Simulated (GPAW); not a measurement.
A run of GPAW 26.7.0 is set up as follows.

The input run.py:

```python
from ase.filters import FrechetCellFilter
from ase.io import write
from ase.optimize import LBFGS
from ase.spacegroup import crystal
from ase.units import GPa
from gpaw import GPAW, PW

# Ta 1a
# S 2d
atoms = crystal(['Ta', 'S'],
                basis=[[0.0, 0.0, 0.0],
                       [0.6666666667, 0.3333333333, 0.75]],
                spacegroup=164, setting=1,  # P-3m1
                cellpar=[3.35, 3.35, 5.86, 90.0, 90.0, 120.0],
                primitive_cell=True)

calc = GPAW(mode=PW(600),
            xc='MGGA_X_TASK+LDA_C_PW',
            kpts={'size': (7, 7, 4), 'gamma': True},
            occupations={'name': 'fermi-dirac', 'width': 0.05},
            nbands=25,
            convergence={'density': 1e-06, 'energy': 1e-06, 'eigenstates': 1e-10},
            maxiter=150,
            txt='gpaw.txt')
atoms.calc = calc
opt = LBFGS(FrechetCellFilter(atoms, scalar_pressure=10 * GPa), trajectory='relax.traj', logfile='-')
done = opt.run(fmax=0.02, steps=60)
calc.write('gs.gpw')
write('result.traj', atoms)
print('Converged:', done)
print('Cell:', atoms.cell.cellpar().round(4))
print('Volume:', round(atoms.get_volume(), 4))
print(atoms.get_scaled_positions().round(5))
```

Potentials or basis: GPAW PAW data sets (gpaw-data 1.2.1), pw.

Launch:

```sh
$ OMP_NUM_THREADS=1 python run.py
```

Predict the relaxed volume.

19.04 Å³/atom.

Estimate the relaxed cell.

a = 3.354 Å, b = 3.354 Å, c = 5.864 Å, α = 90.00°, β = 90.00°, γ = 120.00°.

Estimate the space group after relaxing (to 0.05 Å).

P-3m1 (No. 164).

Step by step:
| step | energy change (eV) | largest force (eV/Å) | pressure (GPa) | volume (Å³) |
| --- | --- | --- | --- | --- |
| 1 | 0.0000 | 0.8937 | 14.86 | 56.95 |
| 2 | -0.0584 | 0.5024 | 12.23 | 57.42 |
| 3 | -0.1003 | 0.0743 | 9.50 | 57.89 |
| 4 | -0.0987 | 0.0504 | 9.43 | 57.86 |
| 5 | -0.0803 | 0.0235 | 9.51 | 57.54 |
| 6 | -0.0698 | 0.0149 | 9.78 | 57.37 |
| 7 | -0.0646 | 0.0049 | 9.99 | 57.28 |
| 8 | -0.0628 | 0.0134 | 10.06 | 57.25 |
| 9 | -0.0587 | 0.0268 | 10.17 | 57.19 |
| 10 | -0.0553 | 0.0266 | 10.18 | 57.13 |
| 11 | -0.0543 | 0.0127 | 10.09 | 57.12 |

Caveat: later steps reuse the first step's grids; the PAW data sets were made with another functional, which shifts forces and pressure a little. Spin-orbit coupling is left out, which matters for the levels of Ta.
